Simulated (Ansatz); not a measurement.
# rocksalt-structured BaTe

The computed numbers are results of PBEsol, scalar-relativistic (no spin polarisation) in the plane-wave PAW code Ansatz at 420 eV, Γ-centred 8×8×8 mesh, 0.05 eV Gaussian smearing; PAW files: Ansatz's generated set soft_2.

```xyz
2
Lattice="0.0000 3.4709 3.4709 3.4709 0.0000 3.4709 3.4709 3.4709 0.0000" Properties=species:S:1:pos:R:3 pbc="T T T"
Ba    3.4709    3.4709    3.4709
Te    0.0000    0.0000    0.0000
```

The compound is reported in the structure type of the start.

The cell above was scaled in volume, its shape and atoms being fixed by the lattice's symmetry. Energies are counted from the cell above.

Cell and atoms are those of this level's equilibrium.

| V (Å³/atom) | ΔE (meV/atom) | P (GPa) | gap on the mesh (eV) |
| --- | --- | --- | --- |
| 40.14 | 7.2 | 1.43 | 1.37 |
| 40.98 | 1.7 | 0.67 | 1.42 |
| 41.81 | 0.0 | 0.00 | 1.46 |
| 42.65 | 1.6 | -0.61 | 1.50 |
| 43.49 | 6.3 | -1.16 | 1.54 |

Problem. What do the points give for the equilibrium volume, the bulk modulus and its pressure derivative (third-order Birch–Murnaghan)?

Solution. V0 = 41.81 Å³/atom, B0 = 32 GPa, B0′ = 4.4.

B0·V0 = 32.1 GPa × 41.81 Å³ = 8.37 eV/atom sets the scale: near the minimum ΔE ≈ ½ B0 V0 x², with x = V/V0 − 1, and a pressure of 0.3 GPa squeezes the volume by about 1 %. At the ends of the curve: x = −4.0 % predicts 6.7 meV/atom and the run gives 7.2; x = +4.0 % predicts 6.7 meV/atom and the run gives 6.3. The curve is steeper than the parabola on the compressed side and flatter on the expanded side: the bulk modulus rises with pressure.

Kohn–Sham gaps of semilocal functionals lie under measured ones, often by a third or more. Spin–orbit coupling, which matters for such heavy elements, is left out.
